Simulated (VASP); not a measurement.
The system is TaN.

```
CELL_PARAMETERS angstrom
2.92177 0.00000 0.00000
-1.46088 2.53033 0.00000
0.00000 0.00000 5.91652
ATOMIC_POSITIONS crystal
Ta 0.00000 0.00000 0.50000
Ta 0.00000 0.00000 0.00000
N 0.33333 0.66667 0.25000
N 0.66667 0.33333 0.75000
```

The cell comes from a database or a generator and needn't be the stable form of this composition.

* Program: VASP 6.6.1
* Task: relaxation of cell and atoms
* Functional: PBE
* Dispersion: D3
* Potentials or basis: VASP PAW PBE potentials, release 64 (Ta_pv, N)
* Cutoff: 600 eV
* k mesh: 10 × 10 × 5
* Occupations: fermi-dirac, width 0.05 eV
* Spin: no spin polarisation

At the start: pressure -5.7 GPa; volume 10.94 Å³/atom.

Where does the relaxation end?

Over 6 steps the energy falls by 3.7 meV/atom and the volume is 10.74 Å³/atom (-1.8 %); space group P6_3/mmc (No. 194, to 0.05 Å).

The path:
| step | energy change (eV) | largest force (eV/Å) | pressure (GPa) | volume (Å³) |
| --- | --- | --- | --- | --- |
| 1 | 0.0000 | 0.0000 | -5.70 | 43.74 |
| 2 | 0.0571 | 0.0000 | 14.47 | 41.32 |
| 3 | -0.0144 | 0.0000 | 0.04 | 42.98 |
| 4 | -0.0144 | 0.0000 | 0.15 | 42.96 |
| 5 | -0.0145 | 0.0000 | -0.03 | 42.97 |
| 6 | -0.0147 | 0.0000 | 0.06 | 42.97 |

Final structure:
```
Ta N
1.0
     2.90018    0.00000    0.00000
    -1.45009    2.51163    0.00000
     0.00000    0.00000    5.89859
Ta N
2 2
Direct
  0.00000 0.00000 0.50000
  0.00000 0.00000 0.00000
  0.33333 0.66667 0.25000
  0.66667 0.33333 0.75000
```

Caveat: pairwise dispersion overbinds metals, which lowers pressure and volume.
